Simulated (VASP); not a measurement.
ZnS (Wurtzite-4H):

```
Zn S
1.0
     3.82270    0.00000    0.00000
    -1.91135    3.31056    0.00000
     0.00000    0.00000   12.52000
Zn S
4 4
Cartesian
  1.9114 1.1035 9.3900
  0.0000 2.2070 3.1300
  0.0000 0.0000 6.2600
  0.0000 0.0000 0.0000
  1.9114 1.1035 11.7375
  0.0000 2.2070 5.4775
  0.0000 0.0000 8.6075
  0.0000 0.0000 2.3475
```

```yaml
Program: VASP 6.6.1
Task: relaxation of cell and atoms
Functional: RPBE
Dispersion: D3(BJ)
Potentials_or_basis: VASP PAW PBE potentials, release 64 (Zn, S)
Cutoff: 600 eV
k_mesh: 8 × 8 × 3
Occupations: fermi-dirac, width 0.05 eV
Spin: no spin polarisation
```

At the start: pressure -6.0 GPa; volume 19.81 Å³/atom.

Question: Where does the relaxation end?

Answer: Over 6 steps the energy falls by 33.6 meV/atom and the volume is 18.19 Å³/atom (-8.2 %); space group P6_3mc (No. 186, to 0.05 Å).

The path:
| step | energy change (eV) | largest force (eV/Å) | pressure (GPa) | volume (Å³) |
| --- | --- | --- | --- | --- |
| 1 | 0.0000 | 0.0281 | -6.03 | 158.44 |
| 2 | -0.2480 | 0.0165 | 2.11 | 141.96 |
| 3 | -0.2691 | 0.0153 | -0.43 | 145.27 |
| 4 | -0.2684 | 0.0144 | 0.47 | 144.70 |
| 5 | -0.2689 | 0.0148 | 0.21 | 145.00 |
| 6 | -0.2690 | 0.0040 | -0.10 | 145.48 |

Final structure:
```yaml
crystal:
  lattice:
    - [3.71753, 0.00000, 0.00000]
    - [-1.85876, 3.21948, 0.00000]
    - [0.00000, 0.00000, 12.15560]
  atoms:
    - { symbol: Zn, position: [0.66667, 0.33333, 0.75003] }
    - { symbol: Zn, position: [0.33333, 0.66667, 0.25003] }
    - { symbol: Zn, position: [0.00000, 0.00000, 0.50003] }
    - { symbol: Zn, position: [0.00000, 0.00000, 0.00003] }
    - { symbol: S, position: [0.66667, 0.33333, 0.93758] }
    - { symbol: S, position: [0.33333, 0.66667, 0.43758] }
    - { symbol: S, position: [0.00000, 0.00000, 0.68736] }
    - { symbol: S, position: [0.00000, 0.00000, 0.18736] }
```

Caveat: the PAW data sets were made with another functional, which shifts forces and pressure a little.
